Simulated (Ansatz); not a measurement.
# BAs (rocksalt type): how the settings move a single-point run

Aim: see which settings change the result for BAs (rocksalt type), by how much, and at what cost.

Computed with Ansatz 0.2.0 (reference: DFT, PBE, all-electron PAW with datasets made for the crystal, scalar-relativistic, unless a step's input says otherwise).

## Step 1: Starting point

It takes space group Fm-3m (No. 225, cubic). The conventional cell has a = 4.614 Å, b = 4.614 Å, c = 4.614 Å, α = 90.00°, β = 90.00°, γ = 90.00°. B (site symmetry m-3m) is surrounded by 6 As at 2.31 Å. As (site symmetry m-3m) is surrounded by 6 B at 2.31 Å.

Structure file:

```xyz
2
Lattice="0.0000 2.3068 2.3068 2.3068 0.0000 2.3068 2.3068 2.3068 0.0000" Properties=species:S:1:pos:R:3 pbc="T T T"
B     0.0000    0.0000    0.0000
As    2.3068    2.3068    2.3068
```

## Step 2: Baseline

input.yaml

```yaml
crystal:
  lattice:
    - [0.0, 2.3068473379, 2.3068473379]
    - [2.3068473379, 0.0, 2.3068473379]
    - [2.3068473379, 2.3068473379, 0.0]
  atoms:
    - { symbol: B, position: [0.0, 0.0, 0.0] }
    - { symbol: As, position: [0.5, 0.5, 0.5] }
kpoints:
  mp_grid: { grid: [14, 14, 14] }
  band_path:
    path:
      - [0.0, 0.0, 0.0]
      - [0.5, 0.0, 0.5]
      - [0.625, 0.25, 0.625]
      - [0.375, 0.375, 0.75]
      - [0.0, 0.0, 0.0]
      - [0.5, 0.5, 0.5]
      - [0.5, 0.25, 0.75]
      - [0.5, 0.0, 0.5]
    npoints: 8
scf:
  occupations: { method: fermi_dirac, width: 0.05 }
hamiltonian:
  xc: pbe
  pseudopotentials: { kind: all_electron, datasets: crystal }
output:
  forces: true
  stress: true
  eigenvalues: true
  efg: { contact_densities: true }
```

The run is started by

```sh
$ ansatz run input.yaml --threads 1 --pin off --max-ram 2048MiB --backend cpu --events-out ev --progress --plain --runs-dir out
```

## Step 3: Variant: occupations.method tetrahedron_uncorrected, width left out

input.yaml: that of step 2 with these lines changed.

```diff
@@ -22,3 +22,3 @@
 scf:
-  occupations: { method: fermi_dirac, width: 0.05 }
+  occupations: { method: tetrahedron_uncorrected }
 hamiltonian:
```

Before running it: what results should come out? Wanted: for each run, ending; energy change; pressure; gap; force.

The runs gave:

```csv
run,ending,energy change,pressure (GPa),gap (eV),force (eV/Å),cycles,time
reference,converged,0,0.0,0.00,0.00,7,6.2 s
"1: occupations.method tetrahedron_uncorrected, width left out",converged,+43.2 meV/atom (σ→0),0.1,0.00,0.00,6,6.3 s
```

Residual by cycle in the longest SCF loop of each run; runs are numbered as in the table. The quantity is the density residual dr2, in eV.

```csv
cycle,reference,run 1
1,0.742,0.767
2,0.0362,0.0427
3,0.00878,0.00936
4,1.1e-4,7.3e-5
5,5.9e-6,7.3e-7
6,8.5e-8,5.9e-8
7,1.3e-8,-
```

**Reading.** Changing the smearing moves the energy by +43.2 meV/atom (σ→0 values). Cost: 6 SCF cycles against 7.
